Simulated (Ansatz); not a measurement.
# Ta2H: the cost of one run

Method: DFT PBEsol, scalar-relativistic, plane waves, PAW, in Ansatz 0.2.0.

2 further runs of the same task are left out: 2 set aside as unsound or not needed.

### Step 1. Starting point

The structure is tetragonal, space group P-4m2 (No. 115). Conventional cell: a = 3.347 Å, b = 3.347 Å, c = 3.393 Å, α = 90.00°, β = 90.00°, γ = 90.00°. Around Ta (site symmetry 2mm) lie 2 H at 1.89 Å. Around H (site symmetry -4m2) lie 4 Ta at 1.89 Å.

Structure file:

```cif
data_structure
_symmetry_space_group_name_H-M 'P-4m2'
_symmetry_Int_Tables_number 115
_cell_length_a 3.3468
_cell_length_b 3.3468
_cell_length_c 3.3930
_cell_angle_alpha 90.000
_cell_angle_beta 90.000
_cell_angle_gamma 90.000
_cell_volume 38.00
loop_
_atom_site_label
_atom_site_type_symbol
_atom_site_symmetry_multiplicity
_atom_site_Wyckoff_symbol
_atom_site_fract_x
_atom_site_fract_y
_atom_site_fract_z
_atom_site_occupancy
Ta1 Ta 2 g 0.50000 0.00000 0.73999 1
H1 H 1 a 0.00000 0.00000 0.00000 1
```

It goes back to an entry of the Materials Project, which need not be the stable form.

It is the result of an earlier relaxation at this level (volume 12.67 Å³/atom; gap on the mesh: none (metal)).

The unstrained cell comes from an earlier run at this level (3 atoms, E(σ→0) -19629.1067 eV, gap none (metal)).

### Step 2. The cell strained by -2.0 %

input.yaml reads:

```yaml
crystal:
  lattice:
    - [3.2798571875, 0.0, 0.0]
    - [0.0, 3.2798571875, 0.0]
    - [0.0, 0.0, 3.3251057035]
  atoms:
    - { symbol: Ta, position: [0.5, 0.0, 0.7399944569] }
    - { symbol: Ta, position: [0.0, 0.5, 0.2600055431] }
    - { symbol: H, position: [0.0, 0.0, 0.0] }
basis:
  ecutwfc: 420
kpoints:
  mp_grid: { grid: [12, 12, 12] }
hamiltonian:
  xc: pbesol
scf:
  occupations: { method: gaussian, width: 0.1 }
output:
  forces: true
  stress: true
  eigenvalues: true
relax:
  adjacent_minimum: "off"
  f_tol: 0.008
  max_steps: 40
```

**Question.** How long does this run take on 1 thread of an Arm CPU, shared host, and how much memory does it need?

About 47 s, with a peak of 0.41 GiB.
